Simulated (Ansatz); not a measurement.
Input and command of a plane-wave DFT calculation in Ansatz:

```yaml
crystal:
  lattice:
    - [0.0, 2.7512833347, 2.9805569459]
    - [2.7512833347, 0.0, 2.9805569459]
    - [2.7512833347, 2.7512833347, 0.0]
  atoms:
    - { symbol: Zn, position: [0.0, 0.0, 0.0] }
    - { symbol: Se, position: [0.75, 0.75, 0.75] }
basis:
  ecutwfc: 420
kpoints:
  mp_grid: { grid: [8, 8, 8] }
hamiltonian:
  xc: pbe
scf:
  occupations: { method: gaussian, width: 0.05 }
output:
  forces: true
  stress: true
  eigenvalues: true
```

```bash
ansatz run input.yaml --threads 2 --pin off --max-ram 5120MiB --backend cpu --events-out ev --progress --plain --runs-dir out
```

Processor: Arm Neoverse V2, 2 threads, on a host shared with other jobs.

Problem. How long does it run, and how much memory does it take?

Solution. About 2 s on 2 threads of Arm Neoverse V2, with other jobs on the host, peak memory 0.35 GiB. It solves 18 bands at 59 k points (the mesh reduced by symmetry) with about 901 plane waves, in 6 SCF iterations.
